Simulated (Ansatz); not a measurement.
**SiC: a strain scan**

Aim: for SiC, see how energy and stress answer to the strain pattern (0, 0, 0, 0, 1, 0).

The COD entry's cell or inner coordinates are ideal or old and differ from later refinements, so a difference from it is no clean test against experiment.

Method: DFT r2SCAN, scalar-relativistic, plane waves, PAW, in Ansatz 0.2.0.

1 further run of the same task is left out (set aside as unsound or not needed).

## (1) Starting point

The structure is cubic, space group F-43m (No. 216). The conventional cell has a = 4.356 Å, b = 4.356 Å, c = 4.356 Å, α = 90.00°, β = 90.00°, γ = 90.00°. Around Si (site symmetry -43m) lie 4 C at 1.89 Å. C (site symmetry -43m) has 4 Si at 1.89 Å as nearest neighbours.

Structure file:

```
Si C
1.0
     0.00000    2.17814    2.17814
     2.17814    0.00000    2.17814
     2.17814    2.17814    0.00000
Si C
1 1
Cartesian
  0.0000 0.0000 0.0000
  3.2672 3.2672 3.2672
```

This cell was relaxed beforehand with the same method: volume 10.33 Å³/atom, gap on the mesh 1.71 eV.

## (2) The reference cell

The reference gives a free energy of -891.3339 eV, pressure 0.01 GPa, largest force 0.000 eV/Å and gap on the mesh 1.71 eV. It was computed beforehand with the settings of the runs below.

## (3) The scan: a strain scan

The cell is strained by ε times the Voigt pattern (0, 0, 0, 0, 1, 0) (xx, yy, zz, yz, xz, xy; engineering shear), with fractional coordinates fixed (clamped ions). The stress on the pattern is the sum of the stress components weighted by it, tension positive.

## (4) At ε = -0.0600

Input file input.yaml:

```yaml
crystal:
  lattice:
    - [-0.0653443495, 2.178144982, 2.178144982]
    - [2.1128006325, 0.0, 2.1128006325]
    - [2.178144982, 2.178144982, -0.0653443495]
  atoms:
    - { symbol: Si, position: [0.0, 0.0, 0.0] }
    - { symbol: C, position: [0.75, 0.75, 0.75] }
basis:
  ecutwfc: 500
kpoints:
  mp_grid: { grid: [10, 10, 10] }
hamiltonian:
  xc: r2scan
scf:
  occupations: { method: gaussian, width: 0.05 }
output:
  forces: true
  stress: true
  eigenvalues: true
```

The run is started by

```sh
$ ansatz run input.yaml --threads 1 --pin off --max-ram 2560MiB --backend cpu --events-out ev --progress --plain --runs-dir out
```

## (5) At ε = 0.0450

Edit input.yaml of step 4 so:

```diff
@@ -2,5 +2,5 @@
   lattice:
-    - [-0.0653443495, 2.178144982, 2.178144982]
-    - [2.1128006325, 0.0, 2.1128006325]
-    - [2.178144982, 2.178144982, -0.0653443495]
+    - [0.0490082621, 2.178144982, 2.178144982]
+    - [2.2271532441, 0.0, 2.2271532441]
+    - [2.178144982, 2.178144982, 0.0490082621]
   atoms:
```

## (6) ε = -0.0300

Edit input.yaml of step 5 so:

```diff
@@ -2,5 +2,5 @@
   lattice:
-    - [0.0490082621, 2.178144982, 2.178144982]
-    - [2.2271532441, 0.0, 2.2271532441]
-    - [2.178144982, 2.178144982, 0.0490082621]
+    - [-0.0326721747, 2.178144982, 2.178144982]
+    - [2.1454728073, 0.0, 2.1454728073]
+    - [2.178144982, 2.178144982, -0.0326721747]
   atoms:
```

## (7) ε = 0.0150

Edit input.yaml of step 6 so:

```diff
@@ -2,5 +2,5 @@
   lattice:
-    - [-0.0326721747, 2.178144982, 2.178144982]
-    - [2.1454728073, 0.0, 2.1454728073]
-    - [2.178144982, 2.178144982, -0.0326721747]
+    - [0.0163360874, 2.178144982, 2.178144982]
+    - [2.1944810694, 0.0, 2.1944810694]
+    - [2.178144982, 2.178144982, 0.0163360874]
   atoms:
```

## (8) At ε = 0.0525

Edit input.yaml of step 7 so:

```diff
@@ -2,5 +2,5 @@
   lattice:
-    - [0.0163360874, 2.178144982, 2.178144982]
-    - [2.1944810694, 0.0, 2.1944810694]
-    - [2.178144982, 2.178144982, 0.0163360874]
+    - [0.0571763058, 2.178144982, 2.178144982]
+    - [2.2353212878, 0.0, 2.2353212878]
+    - [2.178144982, 2.178144982, 0.0571763058]
   atoms:
```

## (9) At ε = 0.0375

Edit input.yaml of step 8 so:

```diff
@@ -2,5 +2,5 @@
   lattice:
-    - [0.0571763058, 2.178144982, 2.178144982]
-    - [2.2353212878, 0.0, 2.2353212878]
-    - [2.178144982, 2.178144982, 0.0571763058]
+    - [0.0408402184, 2.178144982, 2.178144982]
+    - [2.2189852004, 0.0, 2.2189852004]
+    - [2.178144982, 2.178144982, 0.0408402184]
   atoms:
```

## (10) ε = 0.0225

Edit input.yaml of step 9 so:

```diff
@@ -2,5 +2,5 @@
   lattice:
-    - [0.0408402184, 2.178144982, 2.178144982]
-    - [2.2189852004, 0.0, 2.2189852004]
-    - [2.178144982, 2.178144982, 0.0408402184]
+    - [0.024504131, 2.178144982, 2.178144982]
+    - [2.202649113, 0.0, 2.202649113]
+    - [2.178144982, 2.178144982, 0.024504131]
   atoms:
```

## (11) Point ε = 0.0075

Edit input.yaml of step 10 so:

```diff
@@ -2,5 +2,5 @@
   lattice:
-    - [0.024504131, 2.178144982, 2.178144982]
-    - [2.202649113, 0.0, 2.202649113]
-    - [2.178144982, 2.178144982, 0.024504131]
+    - [0.0081680437, 2.178144982, 2.178144982]
+    - [2.1863130257, 0.0, 2.1863130257]
+    - [2.178144982, 2.178144982, 0.0081680437]
   atoms:
@@ -20 +20,5 @@
   eigenvalues: true
+  write_density: true
+  write_potential: true
+  elf: true
+  volumetric_format: npy
```

(Steps that only read results are left out.)

**Question.** What will these runs give? Wanted: slope of the stress at ε = 0, from the points at -0.0300, 0 and 0.0075.

**Answer**, as computed:

| quantity | value |
| --- | --- |
| slope of the stress at ε = 0, from the points at -0.0300, 0 and 0.0075 | 284 GPa |

The slope of the stress at zero strain, 284 GPa, estimates C55 with clamped ions in this Cartesian frame; letting the atoms relax could not make it stiffer. The step is wide, so higher orders mix in. The undisturbed cell stays the lowest of the sampled points. The gap on the mesh stays between 1.39 and 1.71 eV.
